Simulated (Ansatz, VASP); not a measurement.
# One calculation of SiC, two programs

INCAR

```
PREC = Accurate
ENCUT = 520
EDIFF = 1E-7
ISMEAR = 0
SIGMA = 0.05
LREAL = F
LASPH = T
NELM = 60
ALGO = Normal
ISIF = 2
LWAVE = F
LCHARG = F
GGA = PS
NBANDS = 26
```

KPOINTS

```
regular mesh
0
Gamma
  12 12 4
```

POSCAR

```
SiC
1.0
    3.2217000000      0.0000000000      0.0000000000
   -1.6108500000      2.7900740434      0.0000000000
    0.0000000000      0.0000000000     10.0758090153
Si C
4 4
Direct
    0.6666666667      0.3333333333      0.9378278494
    0.3333333333      0.6666666667      0.4378278494
    0.0000000000      0.0000000000      0.6878973398
    0.0000000000      0.0000000000      0.1878973398
    0.6666666667      0.3333333333      0.7498191768
    0.3333333333      0.6666666667      0.2498191768
    0.0000000000      0.0000000000      0.5004546340
    0.0000000000      0.0000000000      0.0004546340
```

Input for Ansatz:

```yaml
crystal:
  lattice:
    - [3.2217, 0.0, 0.0]
    - [-1.61085, 2.7900740434, 0.0]
    - [0.0, 0.0, 10.0758090153]
  atoms:
    - { symbol: Si, position: [0.6666666667, 0.3333333333, 0.9378278494] }
    - { symbol: Si, position: [0.3333333333, 0.6666666667, 0.4378278494] }
    - { symbol: Si, position: [0.0, 0.0, 0.6878973398] }
    - { symbol: Si, position: [0.0, 0.0, 0.1878973398] }
    - { symbol: C, position: [0.6666666667, 0.3333333333, 0.7498191768] }
    - { symbol: C, position: [0.3333333333, 0.6666666667, 0.2498191768] }
    - { symbol: C, position: [0.0, 0.0, 0.500454634] }
    - { symbol: C, position: [0.0, 0.0, 0.000454634] }
basis:
  ecutwfc: 520.0
kpoints:
  mp_grid: { grid: [12, 12, 4] }
hamiltonian:
  xc: pbesol
  pseudopotentials: { kind: paw, azcp: { folder: soft_1 } }
scf:
  occupations: { method: gaussian, width: 0.05 }
output:
  forces: true
  stress: true
  eigenvalues: true
```

Alike in both runs: task single point; functional PBEsol; k mesh 12 × 12 × 4; occupations gaussian, width 0.05 eV; no spin polarisation.

```csv
,VASP,Ansatz
version,VASP 6.6.1,Ansatz 0.2.0
potentials or method,"VASP PAW PBE potentials, release 64 (Si, C)","scalar-relativistic, plane waves, PAW"
plane-wave cutoff (eV),520,520
valence electrons in the cell,32,32
```

|  | VASP | Ansatz | Ansatz less VASP |
| --- | --- | --- | --- |
| gap on the k mesh at the Fermi level (eV) | 1.89 | 1.90 | +0.010 |
| least direct gap on the mesh (eV) | 2.96 | 2.97 | +0.008 |
| pressure (GPa) | -16.2 | -16.5 | -0.31 |
| largest component of the traceless stress (GPa) | 13.85 | 13.74 | -0.108 |
| rms of the force components (eV/Å) | 0.192 | 0.188 | -0.0034 |

Atom by atom the forces differ by 0.003 eV/Å (rms over components). Ansatz warned: «pseudo_functional_mismatch».

Caveats: so large a pressure means that the cell lies far from this level's equilibrium, or that cutoff or potentials fall short (VASP); the potentials were made for another functional, which shifts forces and pressure (VASP). A k mesh can miss the band edges.
